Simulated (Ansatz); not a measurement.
A generator proposed this cell of P.

Only a and b repeat, and vacuum parts the sheet from its images along c.

```
P
1.0
     3.38039    0.00000    0.00000
    -1.69019    2.92750    0.00000
     0.00000    0.00000   20.00000
P
4
Cartesian
  1.6902 0.9758 8.4250
  0.0000 1.9517 7.2802
  0.0000 1.9517 12.7198
  0.0000 0.0000 11.5750
```

Method: Ansatz 0.2.0, DFT PBE+D3(BJ), scalar-relativistic, plane waves, PAW. Settings: cutoff 420 eV, Γ-centred mesh 6×6×1 on the computed 4-atom cell, Gaussian smearing of 0.10 eV; no spin polarisation.

Energies count from the standard state of P at the same level. The references include black phosphorus.

Question: What does a single point on this coarse mesh give?

Answer: The largest force is 1.03 eV/Å, and the energy is +0.19 eV/atom against the standard state. The shortest distance is 2.26 Å.

Question: Is it a good guess?

Answer: A fair one: relaxing gains about 0.05 eV/atom in 12 ionic steps and ends at +0.130 eV/atom on the finer mesh. The symmetry stays p-3m1 (No. 72). The area per atom shrinks by 7.1 %, from 2.5 to 2.3 Å². The shortest distance goes from 2.26 Å (P–P) to 2.25 Å (P–P). In-plane cell: a = 3.258 Å, b = 3.258 Å, γ = 120.0°, thickness 5.81 Å between the outermost nuclei. P at height 1.24 Å has 3 P at 2.25 Å; P at height 0.00 Å has 3 P at 2.25 Å.

The last run used a 9×9×1 mesh for its 4-atom cell and Gaussian smearing of 0.02 eV. The relaxation can't lower the symmetry of the start, and the grade says only how near the guess is to its own end. A later test with randomly moved atoms came back to the same energy, though modes that don't fit the test's cell weren't probed.
